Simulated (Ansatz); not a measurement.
**A Si vacancy and a Si vacancy, 4.36 Å apart on the ideal sites in 4H-SiC, 94 atoms, charge −1**

Computed with DFT, PBEsol, PAW, plane waves (Ansatz).

Command:

```sh
ansatz run in.yaml --threads 8 --pin off --max-ram 118750MiB --runs-dir r --events-out ev --progress --plain --backend cuda --devices 0, --max-vram 170GiB
```

The input less its lattice and atoms (starting moments on atoms near the defect: 3 μB in all):

```yaml
crystal:
  symmetry: { detect: false }
kpoints:
  mp_grid: { grid: [1, 1, 1], shift: [0.25, 0.25, 0.25] }
hamiltonian:
  xc: pbesol
total_charge: -1
magnetization:
  spin_polarized: true
scf:
  occupations: { method: fermi_dirac, width: 0.01 }
relax:
  f_tol: 0.03
  max_steps: 80
  escape_saddle: false
  adjacent_minimum: "off"
output:
  forces: true
  eigenvalues: true
  populations: true
  charged_corrections: { epsilon: 9.7 }
```

Start:

```
Si C
1.0
     9.23420    0.00000    0.00000
     0.00000   10.66274    0.00000
     0.00000    0.00000   10.07595
Si C
46 48
Direct
  0.00181 0.00104 0.50051
  0.33244 0.00111 0.50036
  0.16687 0.25059 0.50313
  0.00139 0.49710 0.50247
  0.66869 0.99950 0.49921
  0.50026 0.24774 0.49998
  0.16614 0.74852 0.50008
  0.83325 0.24852 0.49888
  0.66869 0.50059 0.50014
  0.50364 0.74990 0.49932
  0.82944 0.75071 0.49812
  0.99807 0.16906 0.25083
  0.16469 0.41581 0.25147
  0.99968 0.66535 0.24784
  0.66334 0.17083 0.24917
  0.49955 0.42081 0.24965
  0.33330 0.66848 0.24892
  0.16999 0.91636 0.25193
  0.83238 0.41425 0.24842
  0.66768 0.66434 0.25258
  0.50042 0.91633 0.25212
  0.83190 0.91459 0.24868
  0.16338 0.08236 0.75175
  0.99871 0.33409 0.75403
  0.50264 0.07968 0.75018
  0.33329 0.33163 0.75233
  0.16796 0.58539 0.74998
  0.99801 0.83437 0.74912
  0.83450 0.08642 0.75095
  0.66639 0.33266 0.74895
  0.49883 0.58531 0.74773
  0.33439 0.83093 0.75009
  0.83152 0.58267 0.74843
  0.66231 0.83160 0.74606
  0.00177 0.99955 0.00081
  0.33237 0.00109 0.00018
  0.16507 0.25170 0.00002
  0.00356 0.49576 0.00005
  0.66655 0.00097 0.00286
  0.50154 0.25008 0.00229
  0.33410 0.50043 0.00125
  0.16849 0.75164 0.99919
  0.83429 0.24968 0.99899
  0.66797 0.49938 0.99975
  0.49988 0.74795 0.99941
  0.83621 0.75003 0.99546
  0.99576 0.00286 0.18835
  0.33478 0.99783 0.18648
  0.16872 0.24873 0.18422
  0.99861 0.50144 0.18517
  0.66608 0.99773 0.18661
  0.50018 0.24506 0.18852
  0.33454 0.49846 0.18984
  0.16533 0.75192 0.18914
  0.83373 0.25239 0.18663
  0.66583 0.50003 0.18818
  0.49987 0.75022 0.18562
  0.83375 0.75093 0.18471
  0.99801 0.99887 0.68377
  0.33027 0.00050 0.68627
  0.16628 0.25070 0.68803
  0.00375 0.50114 0.68760
  0.66742 0.00334 0.68835
  0.50086 0.24790 0.68882
  0.33487 0.49691 0.68661
  0.16461 0.74986 0.68804
  0.82878 0.24698 0.68875
  0.66763 0.50044 0.68420
  0.50129 0.74962 0.68677
  0.83380 0.74891 0.68917
  0.99889 0.16534 0.43818
  0.33443 0.16704 0.43855
  0.16496 0.41643 0.43568
  0.00088 0.66565 0.44019
  0.66097 0.16435 0.43791
  0.50123 0.41334 0.43983
  0.33636 0.66258 0.43493
  0.16677 0.91972 0.43665
  0.83501 0.41459 0.43499
  0.66498 0.66545 0.43819
  0.49558 0.92183 0.44003
  0.83073 0.91534 0.43708
  0.16538 0.08151 0.93689
  0.00160 0.33710 0.93221
  0.50014 0.08325 0.93935
  0.33185 0.33389 0.93627
  0.17016 0.58394 0.93803
  0.99930 0.83171 0.94074
  0.83880 0.08428 0.93553
  0.66202 0.33138 0.94095
  0.49735 0.58190 0.93987
  0.32956 0.83090 0.94039
  0.83549 0.58337 0.93883
  0.67023 0.83507 0.93609
```

Steps:

| step | energy less the first (eV) | largest force component (eV/Å) |
| --- | --- | --- |
| start | 0.000 | 2.107 |
| 1 | -1.965 | 1.344 |
| 2 | -2.629 | 0.204 |
| 3 | -2.642 | 0.077 |
| 4 | -2.644 | 0.066 |
| 5 | -2.646 | 0.042 |
| 6 | -2.647 | 0.004 |

End:

```
Si C
1.0
     9.23420    0.00000    0.00000
     0.00000   10.66274    0.00000
     0.00000    0.00000   10.07595
Si C
46 48
Cartesian
  9.2300 10.6550 5.0422
  3.0772 10.6480 5.0103
  1.5446 2.6710 5.0252
  0.0110 5.3453 5.0454
  6.1591 10.6608 5.0425
  4.6057 2.6766 5.0248
  1.5375 7.9774 5.0397
  7.6932 2.6689 5.0330
  6.1351 5.3428 5.0450
  4.6195 7.9817 5.0401
  7.6947 7.9958 5.0376
  0.0213 1.7540 2.5416
  1.5611 4.4408 2.5384
  9.2325 7.1039 2.5205
  6.1402 1.7543 2.5388
  4.6027 4.4471 2.5419
  3.0788 7.1089 2.5247
  1.5359 9.7739 2.5278
  7.6969 4.4412 2.5310
  6.1590 7.1115 2.5230
  4.6171 9.7816 2.5296
  7.6950 9.7713 2.5221
  1.5392 0.8824 7.5458
  9.2301 3.5568 7.5465
  4.6133 0.8834 7.5481
  3.0765 3.5482 7.5300
  1.5387 6.2149 7.5404
  9.2328 8.8829 7.5578
  7.6936 0.8892 7.5581
  6.1564 3.5580 7.5509
  4.6166 6.2161 7.5433
  3.0765 8.8726 7.5488
  7.6943 6.2199 7.5590
  6.1554 8.8839 7.5585
  0.0003 10.6605 0.0009
  3.0764 0.0015 10.0749
  1.5468 2.6500 10.0608
  9.2328 5.3274 10.0754
  6.1526 10.6612 0.0024
  4.6043 2.6517 10.0664
  3.0781 5.3255 10.0586
  1.5371 7.9930 10.0752
  7.6936 2.6648 0.0034
  6.1582 5.3310 0.0044
  4.6183 7.9962 0.0008
  7.6946 7.9961 0.0029
  9.2299 10.6542 1.8883
  3.0743 10.5064 1.8324
  1.3912 2.7431 1.8177
  9.2269 5.3308 1.8818
  6.1589 10.6549 1.8885
  4.7654 2.7453 1.8223
  3.0792 5.3339 1.8812
  1.5277 7.9834 1.8799
  7.6965 2.6634 1.8932
  6.1671 5.3447 1.8874
  4.6249 7.9923 1.8818
  7.6960 7.9988 1.8894
  9.2280 10.6579 6.9285
  3.0756 10.6483 6.9217
  1.5291 2.6598 6.9276
  9.2275 5.3354 6.9282
  6.1575 10.6592 6.9288
  4.6243 2.6602 6.9307
  3.0788 5.3260 7.0773
  1.5306 7.9934 6.9256
  7.6927 2.6635 6.9220
  6.1606 5.3354 6.9302
  4.6226 7.9950 6.9268
  7.6935 7.9964 6.9275
  9.2263 1.7606 4.4217
  3.0756 1.7696 4.5638
  1.4114 4.3773 4.3689
  9.2260 7.1114 4.4121
  6.1629 1.7679 4.4213
  4.7357 4.3824 4.3734
  3.0795 7.2600 4.3581
  1.5246 9.7675 4.4164
  7.6933 4.4496 4.4223
  6.1630 7.1129 4.4137
  4.6320 9.7733 4.4182
  7.6936 9.7691 4.4154
  1.5362 0.8774 9.4389
  9.2247 3.5550 9.4362
  4.6164 0.8795 9.4418
  3.0766 3.5409 9.4451
  1.5314 6.2186 9.4528
  9.2316 8.8843 9.4506
  7.6938 0.8874 9.4537
  6.1623 3.5567 9.4446
  4.6259 6.2209 9.4570
  3.0772 8.8730 9.4394
  7.6959 6.2215 9.4513
  6.1583 8.8860 9.4509
```

The run converged.

Time: 6.3 s of wall time on one NVIDIA GB200 with 8 processor threads, on a host shared with other runs; peak host memory 1.9 GiB.

(1) How much energy did the relaxation gain, and which atom moved most?

The moment started at 3 μB and ended at 5.0 μB; no other spin state is shown. The one k point has no symmetry partners, which can distort the end along one axis.

Results:

(1) 2.65 eV in 6 steps, from a start with small random displacements; atom 52 (C) moved 0.21 Å, the median atom 0.04 Å (drift of the whole cell removed).
